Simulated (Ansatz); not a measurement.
## GaP: checking a database structure before trusting its electric field gradients

The cell is a COD entry.

```xyz
2
Lattice="0.0000 2.7252 2.7252 2.7252 0.0000 2.7252 2.7252 2.7252 0.0000" Properties=species:S:1:pos:R:3 pbc="T T T"
Ga    0.0000    0.0000    0.0000
P     1.3626    1.3626    1.3626
```

Sites (sets of like atoms) are named by element and the number of their first atom in this list.

Level of theory: DFT, PBE, plane waves and PAW, scalar-relativistic, 420 eV cutoff, Γ-centred 14×14×14 k-points, Fermi–Dirac smearing 0.02 eV (Ansatz 0.2.0).

Problem. Do the atoms and the cell lie near the calculated equilibrium?

Solution. Nearly. The forces vanish, and the pressure is 2.5 GPa.
